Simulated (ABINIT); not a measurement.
# BN (R3m) in ABINIT: single point with LDA

Aim: the single point of BN with LDA.

Program: ABINIT 10.8.3 (patched build). These are calculated values, not measurements. Logs are shortened: lines on timing, memory, paths and dates and some standing lists are left out, and cuts for length are marked. The log counts tension as positive stress, the text compression.

### 1 Starting point

It takes space group R3m (No. 160, trigonal). The conventional cell has a = 2.502 Å, b = 2.502 Å, c = 10.119 Å, α = 90.00°, β = 90.00°, γ = 120.00°. N (site symmetry 3m) has 3 B at 1.44 Å as nearest neighbours. B (site symmetry 3m) is surrounded by 3 N at 1.44 Å.

The cell is a database's computed one.

### 2 Single point, LDA

File run.abi:

```
# Pseudopotentials
pp_dirpath "./"
pseudos "N.upf, B.upf"

# Structure
acell 3*1.0
rprim
     2.3642775188     1.3650162619     6.3739222586
    -2.3642775188     1.3650162619     6.3739222586
     0.0000000000    -2.7300325238     6.3739222586
ntypat 2
znucl 7 5
natom 2
typat 1 2
xred
     0.6672382000     0.6672382000     0.6672382000
     0.0003288000     0.0003288000     0.0003288000

# Plane-wave basis
ecut 36.0

# k points
kptopt 1
ngkpt 9 9 9
nshiftk 1
shiftk 0.0 0.0 0.0

# Exchange and correlation
ixc 7

# Bands and occupations
nband 8
occopt 3
tsmear 0.05 eV

# SCF cycle
nstep 100
tolvrs 1.0e-10

# Output
iomode 3
prtwf 0
prteig 0
prtebands 0
prtden 1
prtvha 1
prtvclmb 1
prtpot 1
prtelf 1
```

Potentials or basis: PseudoDojo NC SR LDA v0.4.1 standard.

Command:

```sh
abinit run.abi > log 2>&1
```

run.abo:

```text
.Version 10.8.3 of ABINIT
 Symmetries : space group R3 m (#160); Bravais hR (rhombohedral)
================================================================================
 Values of the parameters that define the memory need of the present run
     intxc =       0    ionmov =       0      iscf =       7    lmnmax =       4
     lnmax =       4     mgfft =      40  mpssoang =       2    mqgrid =    3001
     natom =       2  nloc_mem =       1    nspden =       1   nspinor =       1
    nsppol =       1      nsym =       6    n1xccc =    2501    ntypat =       2
    occopt =       3   xclevel =       1
       mpw =        1289          nfft =       64000          nkpt =          85
================================================================================
================================================================================

--------------------------------------------------------------------------------
------------- Echo of variables that govern the present computation ------------
--------------------------------------------------------------------------------
 -outvars: echo values of preprocessed input variables --------
            acell      1.0000000000E+00  1.0000000000E+00  1.0000000000E+00 Bohr
              amu      1.40067400E+01  1.08110000E+01
             ecut      3.60000000E+01 Hartree
                       outvar_i_n : Printing only first  50 k-points.
              ixc           7
                       outvar_i_n : Printing only first  50 k-points.
         kptrlatt        9    0    0      0    9    0      0    0    9
          kptrlen      4.25569953E+01
            natom           2
            nband           8
            ngfft          40      40      40
             nkpt          85
            nstep         100
             nsym           6
           ntypat           2
                       prtocc : prtvol=0, do not print more k-points.
           occopt           3
        prtebands           0
           prteig           0
           prtelf           1
           prtpot           1
         prtvclmb           1
           prtvha           1
            prtwf           0
            rprim      2.3642775188E+00  1.3650162619E+00  6.3739222586E+00
                      -2.3642775188E+00  1.3650162619E+00  6.3739222586E+00
                       0.0000000000E+00 -2.7300325238E+00  6.3739222586E+00
          spgroup         160
           tolvrs      1.00000000E-10
           tsmear      1.83746611E-03 Hartree
            typat      1  2
                       outvars : Printing only first  50 k-points.
           xangst     -1.8312220725E-16  6.9490387940E-17  6.7516520354E+00
                      -2.5484012521E-20  1.9479431747E-20  3.3270624932E-03
            xcart     -3.4605081928E-16  1.3131780159E-16  1.2758773244E+01
                      -4.8157804253E-20  3.6810791089E-20  6.2872369159E-03
             xred      6.6723820000E-01  6.6723820000E-01  6.6723820000E-01
                       3.2880000000E-04  3.2880000000E-04  3.2880000000E-04
            znucl        7.00000    5.00000

================================================================================

 chkinp: Checking input parameters for consistency.

================================================================================
== DATASET  1 ==================================================================

--- !DatasetInfo
iteration_state: {dtset: 1, }
dimensions: {natom: 2, nkpt: 85, mband: 8, nsppol: 1, nspinor: 1, nspden: 1, mpw: 1289, }
cutoff_energies: {ecut:  36.0, pawecutdg:  -1.0, }
electrons: {nelect:   8.00000000E+00, charge:   0.00000000E+00, occopt:   3.00000000E+00, tsmear:   1.83746611E-03, }
meta: {optdriver: 0, ionmov: 0, optcell: 0, iscf: 7, paral_kgb: 0, }
...

 Exchange-correlation functional for the present dataset will be:
  LDA: Perdew-Wang 92 LSD fit to Ceperley-Alder data - ixc=7
  J.P.Perdew and Y.Wang, PRB 45, 13244 (1992)

 Real(R)+Recip(G) space primitive vectors, cartesian coordinates (Bohr,Bohr^-1):
 R(1)=  2.3642775  1.3650163  6.3739223  G(1)=  0.2114811  0.1220987  0.0522964
 R(2)= -2.3642775  1.3650163  6.3739223  G(2)= -0.2114811  0.1220987  0.0522964
 R(3)=  0.0000000 -2.7300325  6.3739223  G(3)=  0.0000000 -0.2441973  0.0522964
 Unit cell volume ucvol=  1.2342249E+02 bohr^3
 Angles (23,13,12)=  3.98719868E+01  3.98719868E+01  3.98719868E+01 degrees

 getcut: wavevector=  0.0000  0.0000  0.0000  ngfft=  40  40  40
         ecut(hartree)=     36.000   => boxcut(ratio)=   2.13691

--- Pseudopotential description ------------------------------------------------
- pspini: atom type   1  psp file is ./N.upf
12 -1012 1 -1 1058                            pspcod,pspxc,lmax,lloc,mmax
     nproj     2     2

- pspini: atom type   2  psp file is ./B.upf
12 -1012 1 -1 1498                            pspcod,pspxc,lmax,lloc,mmax
     nproj     2     2

   6.80117181E+01                                ecore*ucvol(ha*bohr**3)
--------------------------------------------------------------------------------

================================================================================

--- !BeginCycle
iteration_state: {dtset: 1, }
solver: {iscf: 7, nstep: 100, nline: 4, wfoptalg: 0, }
tolerances: {tolvrs: 1.00E-10, }
...

     iter   Etot(hartree)      deltaE(h)  residm     vres2
 ETOT  1  -13.334931356110    -1.333E+01 9.714E-02 8.418E+02
 ETOT  2  -13.361823370738    -2.689E-02 1.146E-02 3.399E+02
 ETOT  3  -13.418779252691    -5.696E-02 7.101E-03 2.353E+01
 ETOT  4  -13.420936924197    -2.158E-03 3.177E-03 2.603E-01
 ETOT  5  -13.420942597077    -5.673E-06 2.420E-03 1.986E-03
 ETOT  6  -13.420942649190    -5.211E-08 1.863E-03 7.741E-05
 ETOT  7  -13.420942655710    -6.520E-09 1.647E-03 3.243E-07
 ETOT  8  -13.420942655728    -1.808E-11 1.107E-03 1.192E-09
 ETOT  9  -13.420942655728    -7.994E-14 8.921E-04 6.234E-11

 At SCF step    9       vres2   =  6.23E-11 < tolvrs=  1.00E-10 =>converged.

 Compute ELF
--------------------------------------------------------------------------------

 Compute kinetic energy density

 Compute gradient of the electron density
 Electron Localization Function (ELF) [min:0;max:1]
)     Maximum=    9.2926E-01  at reduced coord.    0.3250    0.8250    0.8500
)     Minimum=    1.2872E-06  at reduced coord.    0.0000    0.0000    0.0000
   Integrated=    4.2232E+01

--------------------------------------------------------------------------------
 End of ELF section

 Cartesian components of stress tensor (hartree/bohr^3)
  sigma(1 1)=  2.20220073E-04  sigma(3 2)=  0.00000000E+00
  sigma(2 2)=  2.20220073E-04  sigma(3 1)=  0.00000000E+00
  sigma(3 3)=  5.42942618E-05  sigma(2 1)=  0.00000000E+00

--- !ResultsGS
iteration_state: {dtset: 1, }
comment   : Summary of ground state results
lattice_vectors:
- [  2.3642775,   1.3650163,   6.3739223, ]
- [ -2.3642775,   1.3650163,   6.3739223, ]
- [  0.0000000,  -2.7300325,   6.3739223, ]
lattice_lengths: [   6.93397,    6.93397,    6.93397, ]
lattice_angles: [ 39.872,  39.872,  39.872, ] # degrees, (23, 13, 12)
lattice_volume:   1.2342249E+02
convergence: {deltae: -7.994E-14, res2:  6.234E-11, residm:  8.921E-04, diffor: null, }
etotal    :  -1.34209427E+01
entropy   :   0.00000000E+00
fermie    :   1.88878974E-01
cartesian_stress_tensor: # hartree/bohr^3
- [  2.20220073E-04,   0.00000000E+00,   0.00000000E+00, ]
- [  0.00000000E+00,   2.20220073E-04,   0.00000000E+00, ]
- [  0.00000000E+00,   0.00000000E+00,   5.42942618E-05, ]
pressure_GPa:  -4.8519E+00
xred      :
- [  6.6724E-01,   6.6724E-01,   6.6724E-01,  N]
- [  3.2880E-04,   3.2880E-04,   3.2880E-04,  B]
cartesian_forces: # hartree/bohr
- [  5.76187989E-22,  -7.80761446E-25,  -5.08378256E-05, ]
- [ -5.76187989E-22,   7.80761446E-25,   5.08378256E-05, ]
force_length_stats: {min:   5.08378256E-05, max:   5.08378256E-05, mean:   5.08378256E-05, }
...

 Integrated electronic density in atomic spheres:
 ------------------------------------------------
 Atom  Sphere_radius  Integrated_density
    1        2.00000          5.73893058
    2        2.00000          3.50594739
================================================================================

 ----iterations are completed or convergence reached----

 Mean square residual over all n,k,spin=   15.372E-07; max=  89.214E-05
 reduced coordinates (array xred) for    2 atoms
       0.667238200000      0.667238200000      0.667238200000
       0.000328800000      0.000328800000      0.000328800000
 rms dE/dt=  3.2404E-04; max dE/dt=  3.2405E-04; dE/dt below (all hartree)
    1       0.000324048069      0.000324048069      0.000324048069
    2      -0.000324024628     -0.000324024628     -0.000324024628

 cartesian coordinates (angstrom) at end:
    1     -0.00000000000000     0.00000000000000     6.75165203538453
    2     -0.00000000000000     0.00000000000000     0.00332706249318

 cartesian forces (hartree/bohr) at end:
    1      0.00000000000000    -0.00000000000000    -0.00005083782558
    2     -0.00000000000000     0.00000000000000     0.00005083782558
 frms,max,avg= 2.9351232E-05 5.0837826E-05   0.000E+00  0.000E+00 -1.839E-09 h/b

 cartesian forces (eV/Angstrom) at end:
    1      0.00000000000000    -0.00000000000000    -0.00261418609899
    2     -0.00000000000000     0.00000000000000     0.00261418609899
 frms,max,avg= 1.5093010E-03 2.6141861E-03   0.000E+00  0.000E+00 -9.456E-08 e/A
 length scales=  1.000000000000  1.000000000000  1.000000000000 bohr
              =  0.529177210544  0.529177210544  0.529177210544 angstroms
 Fermi (or HOMO) energy (hartree) =   0.18888   Average Vxc (hartree)=  -0.38562
 Eigenvalues (hartree) for nkpt=  85  k points:
 kpt#   1, nband=  8, wtk=  0.00137, kpt=  0.0000  0.0000  0.0000 (reduced coord)
  -0.55710   -0.06641    0.04027    0.04027    0.26749    0.51694    0.51694    0.56392
      occupation numbers for kpt#   1
   2.00000    2.00000    2.00000    2.00000    0.00000    0.00000    0.00000    0.00000
 prteigrs : prtvol=0 or 1, do not print more k-points.

--- !EnergyTerms
iteration_state     : {dtset: 1, }
comment             : Components of total free energy in Hartree
kinetic             :  9.39425217897573E+00
hartree             :  4.18621673824729E+00
xc                  : -4.30319416833110E+00
Ewald energy        : -9.01038243784931E+00
psp_core            :  5.51048031955104E-01
local_psp           : -1.30702868971754E+01
non_local_psp       : -1.16859610155031E+00
internal            : -1.34209426557280E+01
'-kT*entropy'       :  6.02794421750706E-16
total_energy        : -1.34209426557280E+01
total_energy_eV     : -3.65202454390177E+02
band_energy         : -1.36842723033620E+00
...

 Cartesian components of stress tensor (hartree/bohr^3)
  sigma(1 1)=  2.20220073E-04  sigma(3 2)=  0.00000000E+00
  sigma(2 2)=  2.20220073E-04  sigma(3 1)=  0.00000000E+00
  sigma(3 3)=  5.42942618E-05  sigma(2 1)=  0.00000000E+00

-Cartesian components of stress tensor (GPa)         [Pressure= -4.8519E+00 GPa]
- sigma(1 1)=  6.47909825E+00  sigma(3 2)=  0.00000000E+00
- sigma(2 2)=  6.47909825E+00  sigma(3 1)=  0.00000000E+00
- sigma(3 3)=  1.59739233E+00  sigma(2 1)=  0.00000000E+00

== END DATASET(S) ==============================================================
================================================================================

 -outvars: echo values of variables after computation  --------
            acell      1.0000000000E+00  1.0000000000E+00  1.0000000000E+00 Bohr
           etotal     -1.3420942656E+01
            fcart      5.7618798872E-22 -7.8076144626E-25 -5.0837825578E-05
                      -5.7618798872E-22  7.8076144626E-25  5.0837825578E-05
            rprim      2.3642775188E+00  1.3650162619E+00  6.3739222586E+00
                      -2.3642775188E+00  1.3650162619E+00  6.3739222586E+00
                       0.0000000000E+00 -2.7300325238E+00  6.3739222586E+00
           strten      2.2022007326E-04  2.2022007338E-04  5.4294261808E-05
                       0.0000000000E+00  0.0000000000E+00  0.0000000000E+00
           xangst     -1.8312220725E-16  6.9490387940E-17  6.7516520354E+00
                      -2.5484012521E-20  1.9479431747E-20  3.3270624932E-03
             xred      6.6723820000E-01  6.6723820000E-01  6.6723820000E-01
                       3.2880000000E-04  3.2880000000E-04  3.2880000000E-04
 Calculation completed.
```

Wall time 39 s (1 thread of Intel Xeon at 2.70GHz, shared host); peak memory 0.08 GiB.

What came out:

* Free energy: -365.2025 eV
* Pressure: -4.9 GPa
* Band gap on the k mesh: 4.23 eV, indirect (least direct gap 4.59 eV)
* All electrons inside the program's atomic spheres: N 5.74; B 3.51

Forces on the atoms (eV/Å):
```
N    0.000  0.000 -0.003
B    0.000  0.000  0.003
```

Caveat: the cutoff is short for stress, so the pressure is rough; an odd mesh through Γ misses points on the zone boundary, where band edges often lie.
